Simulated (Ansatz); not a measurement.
# ZrC (WC type): how the settings move a single-point run

Question: which choices in the input matter for ZrC (WC type)?

Program: Ansatz 0.2.0. Level of theory: reference: DFT PBE, scalar-relativistic, plane waves, PAW. These are calculated values, not measurements.

### 1 Starting point

Symmetry: P-6m2, No. 187, hexagonal system. The conventional cell has a = 3.270 Å, b = 3.270 Å, c = 2.940 Å, α = 90.00°, β = 90.00°, γ = 120.00°. Zr (site symmetry -6m2) is surrounded by 6 C at 2.39 Å. C (site symmetry -6m2) has 6 Zr at 2.39 Å as nearest neighbours.

As a file:

```xyz
2
Lattice="3.2695 0.0000 0.0000 -1.6348 2.8315 0.0000 0.0000 0.0000 2.9397" Properties=species:S:1:pos:R:3 pbc="T T T"
Zr    0.0000    0.0000    0.0000
C     1.6348    0.9438    1.4699
```

### 2 The reference run

The input, input.yaml:

```yaml
crystal:
  lattice:
    - [3.269532746, 0.0, 0.0]
    - [-1.634766373, 2.8314984165, 0.0]
    - [0.0, 0.0, 2.9397343753]
  atoms:
    - { symbol: Zr, position: [0.0, 0.0, 0.0] }
    - { symbol: C, position: [0.6666666667, 0.3333333333, 0.5] }
basis:
  ecutwfc: 420
  ecutrho_ratio: 4
kpoints:
  mp_grid: { grid: [12, 12, 12] }
  band_path:
    path:
      - [[0.0, 0.0, 0.0], [0.5, 0.0, 0.0], [0.33333333, 0.33333333, 0.0], [0.0, 0.0, 0.0], [0.0, 0.0, 0.5], [0.5, 0.0, 0.5], [0.33333333, 0.33333333, 0.5], [0.0, 0.0, 0.5]]
      - [[0.5, 0.0, 0.5], [0.5, 0.0, 0.0]]
      - [[0.33333333, 0.33333333, 0.5], [0.33333333, 0.33333333, 0.0]]
    npoints: 14
hamiltonian:
  xc: pbe
scf:
  occupations: { method: gaussian, width: 0.05 }
  n_extra_bands: 11
output:
  forces: true
  stress: true
  eigenvalues: true
  populations: true
  dos: { projected: true, de: 0.02, nscf_kmesh: { grid: [18, 18, 18] } }
  bader: true
  write_density: true
  write_potential: true
  elf: true
  volumetric_format: npy
```

The run is started by

```console
$ ansatz run input.yaml --threads 2 --pin off --max-ram 2662MiB --backend cpu --events-out ev --progress --plain --runs-dir out
```

### 3 Changing settings: scf.algorithm density_mixing, mixing.algorithm anderson, mixing.beta 0.1, mixing.ndim 8

The input, input.yaml:

```yaml
crystal:
  lattice:
    - [3.269532745976, 0.0, 0.0]
    - [-1.634766372988, 2.831498416521, 0.0]
    - [0.0, 0.0, 2.9397343753]
  atoms:
    - { symbol: Zr, position: [-3.700743415525e-17, 0.0, 0.0] }
    - { symbol: C, position: [0.6666666666667, 0.3333333333333, 0.5] }
basis:
  ecutwfc: 420
  ecutrho_ratio: 4
kpoints:
  mp_grid: { grid: [12, 12, 12] }
hamiltonian:
  xc: pbe
scf:
  occupations: { method: gaussian, width: 0.05 }
  algorithm: density_mixing
  mixing: { algorithm: anderson, beta: 0.1, ndim: 8 }
output:
  forces: true
  stress: true
```

### 4 Variant: eigensolver.kind davidson

The input, input.yaml:

```yaml
crystal:
  lattice:
    - [3.269532745976, 0.0, 0.0]
    - [-1.634766372988, 2.831498416521, 0.0]
    - [0.0, 0.0, 2.9397343753]
  atoms:
    - { symbol: Zr, position: [-3.700743415525e-17, 0.0, 0.0] }
    - { symbol: C, position: [0.6666666666667, 0.3333333333333, 0.5] }
basis:
  ecutwfc: 420
  ecutrho_ratio: 4
kpoints:
  mp_grid: { grid: [12, 12, 12] }
hamiltonian:
  xc: pbe
scf:
  occupations: { method: gaussian, width: 0.05 }
  eigensolver: { kind: davidson }
output:
  forces: true
  stress: true
```

What does the calculation give? Wanted: for each run, ending; energy change; pressure; gap; force.

As calculated:

```
                                                                                       run     ending  energy change  pressure (GPa)  gap (eV)  force (eV/Å)  cycles               time
                                                                                 reference  converged              0             0.0      0.00          0.00       6  27 s (other work)
1: scf.algorithm density_mixing, mixing.algorithm anderson, mixing.beta 0.1, mixing.ndim 8  converged   0.0 meV/atom             0.0      0.00          0.00       9              3.8 s
                                                              2: eigensolver.kind davidson  converged   0.0 meV/atom             0.0      0.00          0.00       6              3.5 s
```

Times don't compare one to one where runs were asked for different outputs or read a saved state (see the inputs); cycles count all SCF loops of a run, searches for a lower state included, where those made up much of it.

Residual by cycle in the longest SCF loop of each run; runs are numbered as in the table. The quantity is the density residual dr2, in eV.

```
cycle  reference    run 1    run 2
    1    0.00646  0.00625  0.00598
    2    0.00224  0.00493   0.0023
    3     9.3e-5  0.00166   3.2e-5
    4     1.6e-5   1.5e-4   2.6e-6
    5     1.3e-7   3.4e-5   1.7e-7
    6     5.7e-9   7.5e-5   6.8e-9
    7          -   3.8e-6        -
    8          -   2.7e-7        -
    9          -   2.4e-8        -
```

Among the runs that keep the physical model, none moves the energy noticeably.
